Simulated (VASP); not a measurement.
# C in VASP: further runs

Runs on C. Level: LDA. Tasks: single point.

Everything below comes from runs of VASP 6.6.1. Logs are shortened: lines on timing, memory, paths and dates and some standing lists are left out, and cuts for length are marked.

**1. The slab as given**

The cell holds a slab with vacuum, 8 atoms: a = 2.456 Å, b = 2.456 Å, c = 22.805 Å, α = 90.00°, β = 90.00°, γ = 120.00°.

The slab is cut from a database's or a generator's crystal, which needn't be the stable form of the element.

**2. Single point, LDA**

The input, INCAR:

```
PREC = Accurate
ENCUT = 400
EDIFF = 1E-7
ISMEAR = 1
SIGMA = 0.1
LREAL = F
LASPH = T
NELM = 120
ALGO = Normal
ISIF = 2
LWAVE = F
LCHARG = F
LDIPOL = T
IDIPOL = 3
DIPOL = 0.5 0.5 0.500
NBANDS = 32
LVHAR = T
LVACPOTAV = T
```

The input, KPOINTS:

```
regular mesh
0
Gamma
  5 5 1
```

The input, POSCAR:

```
C
1.0
    2.4560959400      0.0000000000      0.0000000000
   -1.2280479700      2.1270618200      0.0000000000
    0.0000000000      0.0000000000     22.8049153298
C
8
Direct
    0.5833794600      0.1667589200      0.2631011742
    0.9166205400      0.8332410800      0.2631011742
    0.0833794600      0.1667589200      0.4223496308
    0.4166205400      0.8332410800      0.4223496308
    0.5833794600      0.1667589200      0.5776503692
    0.9166205400      0.8332410800      0.5776503692
    0.0833794600      0.1667589200      0.7368988258
    0.4166205400      0.8332410800      0.7368988258
```

Potentials or basis: VASP PAW LDA potentials, release 64 (C).

The run is started by

```
> cat potpaw_LDA.64/C/POTCAR > POTCAR
> mpirun -np 1 vasp_std > vasp.out
```

OUTCAR:

```text
PREC = Accurate
   ENCUT = 400
   EDIFF = 1E-7
   ISMEAR = 1
   LREAL = F
   LASPH = T
   NELM = 120
   ISIF = 2

 Found      9 irreducible k-points:

 Following reciprocal coordinates:
            Coordinates               Weight
  0.000000  0.000000  0.000000      1.000000
  0.200000  0.000000  0.000000      4.000000
  0.000000  0.200000  0.000000      2.000000
  0.400000 -0.000000  0.000000      4.000000
  0.000000  0.400000  0.000000      2.000000
  0.200000  0.200000  0.000000      4.000000
   k-points           NKPTS =      9   k-points in BZ     NKDIM =      9   number of bands    NBANDS=     32
   number of dos      NEDOS =    301   number of ions     NIONS =      8
   total plane-waves  NPLWV =  38400
   dimension x,y,z NGX =    16 NGY =   16 NGZ =  150
   dimension x,y,z NGXF=    32 NGYF=   32 NGZF=  300
   ions per type =               8
   NGX,Y,Z   is equivalent  to a cutoff of  10.83, 10.83, 10.93 a.u.
   NGXF,Y,Z  is equivalent  to a cutoff of  21.66, 21.66, 21.87 a.u.
 SYSTEM =  unknown system
   PREC   = accura    normal or accurate (medium, high low for compatibility)
   ISTART =      0    job   : 0-new  1-cont  2-samecut
   ICHARG =      2    charge: 1-file 2-atom 10-const
   ISPIN  =      1    spin polarized calculation?
   LNONCOLLINEAR =      F non collinear calculations
   LSORBIT =      F    spin-orbit coupling
   LASPH  =      T    aspherical Exc in radial PAW
   ENCUT  =  400.0 eV  29.40 Ry    5.42 a.u.   4.01  4.01 37.19*2*pi/ulx,y,z
   NELM   =    120;   NELMIN=  2; NELMDL= -5     # of ELM steps
   EDIFF  = 0.1E-06   stopping-criterion for ELM
   LREAL  =      F    real-space projection
   EDIFFG = 0.1E-05   stopping-criterion for IOM
   NSW    =      0    number of steps for IOM
   IBRION =     -1    ionic relax: 0-MD 1-quasi-New 2-CG
   NFREE  =      0    steps in history (QN), initial steepest desc. (CG)
   ISIF   =      2    stress and relaxation
   ISYM   =      2    0-nonsym 1-usesym 2-fastsym
   POTIM  = 0.5000    time-step for ionic-motion
   TEBEG  =    0.0;   TEEND  =   0.0 temperature during run
   PSTRESS=    0.0 pullay stress
   NELECT =      32.0000    total number of electrons
   NUPDOWN=      -1.0000    fix difference up-down
   EMIN   =  10.00;   EMAX   =-10.00  energy-range for DOS
   EFERMI =   0.00;   METHOD = LEGACY
   ISMEAR =     1;   SIGMA  =   0.10  broadening in eV -4-tet -1-fermi 0-gaus
   EFERMI_NEDOS =   21; number of points for ismear=-14 and -15
   IALGO  =     38    algorithm
   IMIX   =      4    mixing-type and parameters
     AMIX     =   0.40;   BMIX     =  1.00
     AMIX_MAG =   1.60;   BMIX_MAG =  1.00
  volume/ion in A,a.u.               =      14.89       100.50
  Fermi-wavevector in a.u.,A,eV,Ry     =   1.056267  1.996054 15.180007  1.115699
  Thomas-Fermi vector in A             =   2.191496
   LORBIT       =      0    0 simple, 1 ext, 2 COOP (PROOUT), +10 PAW based schemes
   GGA     = CA    functional components
   LHFCALC =     F    Hartree Fock is set to
   AEXX    =    0.0000 exact exchange contribution
   IVDW    =     0    specifies the selected vdW correction
   LEPSILON=     F    determine dielectric tensor
   LRPA    =     F    only Hartree local field effects (RPA)
 non-spin polarized calculation
 Methfessel and Paxton  Order N= 1 SIGMA  =   0.10
  energy-cutoff  :      400.00
  volume of cell :      119.14
 maximum number of plane-waves:      2192
   NGX =  9   NGY =  9   NGZ = 75

 dipolmoment           0.000000      0.000000     -0.000000 electrons x Angstroem

 number of electron      32.0000005 magnetization

 dipolmoment           0.000000      0.000000      0.000000 electrons x Angstroem

 Free energy of the ion-electron system (eV)
  ---------------------------------------------------
  ext. energy  EPLUGINS =         0.00000000
  ---------------------------------------------------
  free energy    TOTEN  =       -80.79706323 eV

  energy without entropy =      -80.79752717  energy(sigma->0) =      -80.79721788

 E-fermi :  -0.1363     XC(G=0):  -6.8150

 val. band max:       -0.2205176717   @ k =  -0.2000  -0.4000   0.0000
 cond. band min:       1.9116623917   @ k =  -0.2000  -0.4000   0.0000
 fundamental gap:      2.1321800634
 Fermi energy:        -0.1363304614

 k-point     1 :       0.0000    0.0000    0.0000
  band No.  band energies     occupation
      1     -18.5824      2.00000
      2     -18.5317      2.00000
      3     -18.4843      2.00000
      4     -18.4306      2.00000
      5      -7.4090      2.00000
      6      -7.0464      2.00000
      7      -6.6547      2.00000
      8      -6.2394      2.00000
      9      -2.1475      2.00000
     10      -2.1472      2.00000
     11      -2.1459      2.00000
     12      -2.1420      2.00000
     13      -2.1378      2.00000
     14      -2.1355      2.00000
     15      -2.1311      2.00000
     16      -2.1237      2.00000
     17       4.1939      0.00000
     18       4.5578      0.00000
     19       5.1503      0.00000
     20       6.4643      0.00000
     21       6.5874      0.00000
     22       8.5263      0.00000
     23       8.9546      0.00000
     24       9.2388      0.00000
     25       9.2477      0.00000
     26       9.2569      0.00000
     27       9.2597      0.00000
     28       9.2630      0.00000

 k-point     2 :       0.2000    0.0000    0.0000
  band No.  band energies     occupation
      1     -17.6357      2.00000
      2     -17.5882      2.00000
      3     -17.5440      2.00000
      4     -17.4936      2.00000
      5      -6.2563      2.00000
      6      -5.9079      2.00000
      7      -5.5337      2.00000
      8      -5.2069      2.00000
      9      -5.1954      2.00000
     10      -5.1846      2.00000
     11      -5.1703      2.00000
     12      -5.1373      2.00000
     13      -3.6457      2.00000
     14      -3.6454      2.00000
     15      -3.6437      2.00000
     16      -3.6434      2.00000
     17       5.4320      0.00000
     18       5.8117      0.00000
     19       6.3869      0.00000
     20       7.6198      0.00000
     21       7.8347      0.00000
     22       9.1694      0.00000
     23       9.1820      0.00000
     24       9.2462      0.00000
     25       9.2519      0.00000
     26       9.3773      0.00000
     27       9.4645      0.00000
     28       9.4820      0.00000

 k-point     3 :       0.0000    0.2000    0.0000
  band No.  band energies     occupation
      1     -17.6359      2.00000
      2     -17.5884      2.00000
      3     -17.5440      2.00000
      4     -17.4936      2.00000
      5      -6.2576      2.00000
      6      -5.9086      2.00000
      7      -5.5331      2.00000
      8      -5.2112      2.00000
      9      -5.2017      2.00000
     10      -5.1910      2.00000
     11      -5.1785      2.00000
     12      -5.1343      2.00000
     13      -3.6458      2.00000
     14      -3.6411      2.00000
     15      -3.6354      2.00000
     16      -3.6274      2.00000
     17       5.4322      0.00000
     18       5.8127      0.00000
     19       6.3887      0.00000
     20       7.6220      0.00000
     21       7.8372      0.00000
     22       9.1539      0.00000
     23       9.1679      0.00000
     24       9.2277      0.00000
     25       9.2453      0.00000
     26       9.2785      0.00000
     27       9.5057      0.00000
     28       9.5808      0.00000

 k-point     4 :       0.4000   -0.0000    0.0000
  band No.  band energies     occupation
      1     -14.8707      2.00000
      2     -14.8327      2.00000
      3     -14.7975      2.00000
      4     -14.7570      2.00000
      5     -10.3964      2.00000
      6     -10.3715      2.00000
      7     -10.3484      2.00000
      8     -10.3208      2.00000
      9      -5.3167      2.00000
     10      -5.3167      2.00000
     11      -5.3147      2.00000
     12      -5.3145      2.00000
     13      -3.0598      2.00000
     14      -2.7897      2.00000
     15      -2.5105      2.00000
     16      -2.2277      2.00000
     17       3.7782      0.00000
     18       3.9339      0.00000
     19       4.1165      0.00000
     20       4.3246      0.00000
     21       8.5243      0.00000
     22       8.5476      0.00000
     23       8.5568      0.00000
     24       8.5594      0.00000
     25       9.1484      0.00000
     26       9.5717      0.00000
     27      10.1288      0.00000
     28      11.1412      0.00000

 k-point     5 :       0.0000    0.4000    0.0000
  band No.  band energies     occupation
      1     -14.8723      2.00000
      2     -14.8333      2.00000
      3     -14.7972      2.00000
      4     -14.7556      2.00000
      5     -10.3996      2.00000
      6     -10.3747      2.00000
      7     -10.3519      2.00000
      8     -10.3251      2.00000
      9      -5.3203      2.00000
     10      -5.3147      2.00000
     11      -5.3083      2.00000
     12      -5.2989      2.00000
     13      -3.1033      2.00000
     14      -2.8037      2.00000
     15      -2.4913      2.00000
     16      -2.1607      2.00000
     17       3.6389      0.00000
     18       3.8880      0.00000
     19       4.1539      0.00000
     20       4.4264      0.00000
     21       8.4708      0.00000
     22       8.5294      0.00000
     23       8.5780      0.00000
     24       8.6154      0.00000
     25       9.1542      0.00000
     26       9.5720      0.00000
     27      10.1293      0.00000
     28      11.1469      0.00000

 k-point     6 :       0.2000    0.2000    0.0000
  band No.  band energies     occupation
      1     -15.7795      2.00000
      2     -15.7381      2.00000
      3     -15.6996      2.00000
      4     -15.6555      2.00000
      5      -7.9401      2.00000
      6      -7.9399      2.00000
      7      -7.9386      2.00000
      8      -7.9385      2.00000
      9      -6.6085      2.00000
     10      -6.6083      2.00000
     11      -6.6061      2.00000
     12      -6.6046      2.00000
     13      -4.0460      2.00000
     14      -3.7303      2.00000
     15      -3.3963      2.00000
     16      -3.0444      2.00000
     17       5.8067      0.00000
     18       5.8102      0.00000
     19       5.8207      0.00000
     20       5.8217      0.00000
     21       7.8830      0.00000
     22       8.2895      0.00000
     23       8.8237      0.00000
     24       9.8244      0.00000
     25      10.2866      0.00000
     26      11.2637      0.00000
     27      11.6734      0.00000
     28      11.7486      0.00000

 [... further k-points ...]

 [bands above 28 left out]

------------------------ aborting loop because EDIFF is reached ----------------------------------------

  FORCE on cell =-STRESS in cart. coord.  units (eV):
  Direction    XX          YY          ZZ          XY          YZ          ZX
  --------------------------------------------------------------------------------------
  -------------------------------------------------------------------------------------
  Total       -2.6658493     -2.5385684     -1.5474619      0.0000000      0.0000000      0.0000000
  in kB      -35.8502568    -34.1385874    -20.8102190      0.0000000      0.0000000      0.0000000
  external PRESSURE =     -30.2663544 kB  Pullay stress =       0.0000000 kB

 VOLUME and BASIS-vectors are now :
 -----------------------------------------------------------------------------
  energy-cutoff  :      400.00
  volume of cell :      119.14
      direct lattice vectors                 reciprocal lattice vectors
     2.456095940  0.000000000  0.000000000     0.407150219  0.235066041  0.000000000
    -1.228047970  2.127061820  0.000000000     0.000000000  0.470132081  0.000000000
     0.000000000  0.000000000 22.804915330     0.000000000  0.000000000  0.043850196

 POSITION                                       TOTAL-FORCE (eV/Angst)
 -----------------------------------------------------------------------------------
      1.22805      0.35471      6.00000         0.000000     -0.040499      0.022871
      1.22805      1.77236      6.00000        -0.000000      0.040499      0.022871
      0.00000      0.35471      9.63165         0.000000     -0.063378     -0.002068
     -0.00000      1.77236      9.63165         0.000000      0.063378     -0.002068
      1.22805      0.35471     13.17327         0.000000     -0.063378      0.002068
      1.22805      1.77236     13.17327         0.000000      0.063378      0.002068
      0.00000      0.35471     16.80492         0.000000     -0.040499     -0.022871
     -0.00000      1.77236     16.80492        -0.000000      0.040499     -0.022871
 -----------------------------------------------------------------------------------
    total drift:                               -0.000000      0.000000      0.000000

  FREE ENERGIE OF THE ION-ELECTRON SYSTEM (eV)
  ---------------------------------------------------
  free  energy   TOTEN  =       -80.7970632318 eV

  energy  without entropy=      -80.7975271673  energy(sigma->0) =      -80.79721788

 vacuum level on the upper side and lower side of the slab         5.399         5.399
```

Run time: 11 s. Hardware: 1 thread of Intel Xeon 6975P-C (Granite Rapids), shared host; peak memory 0.15 GiB.

These settings aren't checked as converged: the numbers below hold their error.

What came out:

```
Free energy                            : -80.7971 eV
Largest force                          : 0.063 eV/Å
Band gap on the k mesh                 : 2.13 eV, direct
Ionisation potential of the upper face : 5.62 eV
```

Caveat: the k mesh is coarse (spacing up to 0.59 Å⁻¹), so the values aren't converged; the cutoff is under 1.25 times the usual one of these potentials, so pressure, stress and relaxed cells hold a basis-set (Pulay) error.

**3. Single point, LDA**

This run uses another cell than the first one, of 9.67 Å³/atom, 0.649 times its volume.

INCAR is that of step 2.

The input, KPOINTS:

```
regular mesh
0
Gamma
  12 12 1
```

The input, POSCAR:

```
C
1.0
    2.4560959400      0.0000000000      0.0000000000
   -1.2280479700      2.1270618200      0.0000000000
    0.0000000000      0.0000000000     14.8049153298
C
8
Direct
    0.5833794600      0.1667589200      0.1350902694
    0.9166205400      0.8332410800      0.1350902694
    0.0833794600      0.1667589200      0.3803903936
    0.4166205400      0.8332410800      0.3803903936
    0.5833794600      0.1667589200      0.6196096064
    0.9166205400      0.8332410800      0.6196096064
    0.0833794600      0.1667589200      0.8649097306
    0.4166205400      0.8332410800      0.8649097306
```

Potentials or basis: VASP PAW LDA potentials, release 64 (C).

The run is started by

```
> cat potpaw_LDA.64/C/POTCAR > POTCAR
> mpirun -np 1 vasp_std > vasp.out
```

It took 22 s on 1 thread of Intel Xeon 6975P-C (Granite Rapids), shared host; peak memory 0.16 GiB.

These settings aren't checked as converged: the numbers below hold their error.

Results:

| Item | Value |
| --- | --- |
| Free energy | -80.8979 eV |
| Largest force | 0.027 eV/Å |
| Band gap on the k mesh | 0.03 eV, direct |

Caveat: the cutoff is under 1.25 times the usual one of these potentials, so pressure, stress and relaxed cells hold a basis-set (Pulay) error.

(Part 1 of 2 ends here.)
